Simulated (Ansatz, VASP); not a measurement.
# One calculation of TaN, two programs

```xyz
4
Lattice="2.9791 0.0000 0.0000 -1.4895 2.5800 0.0000 0.0000 0.0000 6.0326" Properties=species:S:1:pos:R:3 pbc="T T T"
Ta    0.0000    0.0000    3.0163
Ta    0.0000    0.0000    0.0000
N     0.0000    1.7200    1.5081
N     1.4895    0.8600    4.5244
```

Change from the starting cell: volume scaled by 1.06.

Alike in both runs: task single point; functional PBE; k mesh 10 × 10 × 5; occupations fermi-dirac, width 0.05 eV; no spin polarisation.

|  | VASP | Ansatz |
| --- | --- | --- |
| version | VASP 6.6.1 | Ansatz 0.2.0 |
| potentials or method | VASP PAW PBE potentials, release 64 (Ta_pv, N) | Ansatz PAW |
| plane-wave cutoff (eV) | 520 | 420 |
| valence electrons in the cell | 32 | 36 |

|  | VASP | Ansatz | Ansatz less VASP |
| --- | --- | --- | --- |
| gap on the k mesh at the Fermi level (eV) | none | none | - |
| pressure (GPa) | -17.1 | -17.6 | -0.48 |
| largest component of the traceless stress (GPa) | 1.35 | 1.39 | +0.039 |

A gap of «none» marks a metal or a gap that the smearing closes. The two sets of potentials don't hold the same shells in valence.

Caveats: the pressure holds a Pulay correction of +0.4 GPa for the finite cutoff (Ansatz). Spin-orbit coupling is left out, which matters for the levels of Ta.
